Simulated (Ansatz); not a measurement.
CuI, space group Cmcm, a comparison of functionals at one structure

With the Ansatz DFT code, driven from Python.

`cui.extxyz`
```text
4
Lattice="3.73316759 -3.71108637 0.0 3.73316759 3.71108637 0.0 0.0 0.0 4.30699767" Properties=species:S:1:pos:R:3 pbc="T T T"
Cu    3.73316759    0.59051675    3.23024825
Cu    3.73316759   -0.59051675    1.07674942
I     3.73316759   -2.00430342    3.23024825
I     3.73316759    2.00430342    1.07674942
```

Notebook, run cell by cell (the value of a cell's last expression is shown):

**Cell 1**
```python
import ansatz as az

SETTINGS = {
    "tolerance": 1e-10,
    "mesh": (4, 4, 6),
    "filling": "fixed",
    "ecut": 510,
}

cui = az.Crystal.from_extxyz("cui.extxyz")
```

**Cell 2**
```python
setup = (
    cui.calculation()
    .scf(tolerance=SETTINGS["tolerance"])
    .kpoints(*SETTINGS["mesh"], center="gamma")
    .occupations(SETTINGS["filling"])
    .basis(SETTINGS["ecut"])
    .stress()
)
```

**Cell 3**
```python
rows = []
for value in ["pbesol", "blyp", "lda"]:
    report = setup.functional(value).run().report
    rows.append((value, report["free_energy_ev"] / len(report["lattice"]["sites"]), report["n_iterations"], sum(report["stress_gpa"][i][i] for i in range(3)) / 3, report["n_kpoints"]))
```

**Cell 4**
```python
print("  functional   F/atom (eV)    iterations       P (GPa)      k-points")
for row in rows:
    print(f"{str(row[0]):>12s}  {row[1]:12.5f}  {row[2]:12d}  {row[3]:12.3f}  {row[4]:12d}")
```
Output:
```text
  functional   F/atom (eV)    iterations       P (GPa)      k-points
      pbesol   -7010.57088            12        -1.271            28
        blyp   -7082.58808            11         4.145            28
         lda   -6955.78245            11        -3.045            28
```

From lowest to highest: LDA (-3.0 GPa), PBEsol (-1.3 GPa) and BLYP (4.1 GPa). At a fixed cell a lower pressure usually means a smaller equilibrium volume, so LDA prefers the smallest cell and BLYP the largest. Gaps by band count in the reports: PBEsol 0.93 eV, BLYP 1.05 eV and LDA 0.86 eV (Kohn-Sham values on this mesh, as a rule under measured gaps).

Notes:
- Pressure is positive in compression.
- Without a Hubbard U or exact exchange, semilocal functionals often make such 3d compounds metallic or too weakly gapped.
- This cell is a computed structure, which may not be the phase found in nature.
- Total energies of different functionals can't be compared; pressures, moments and gaps at this one structure can.
- It ran for 30 s on 1 thread of Arm Neoverse V2, on a shared host, peak memory 0.53 GiB.
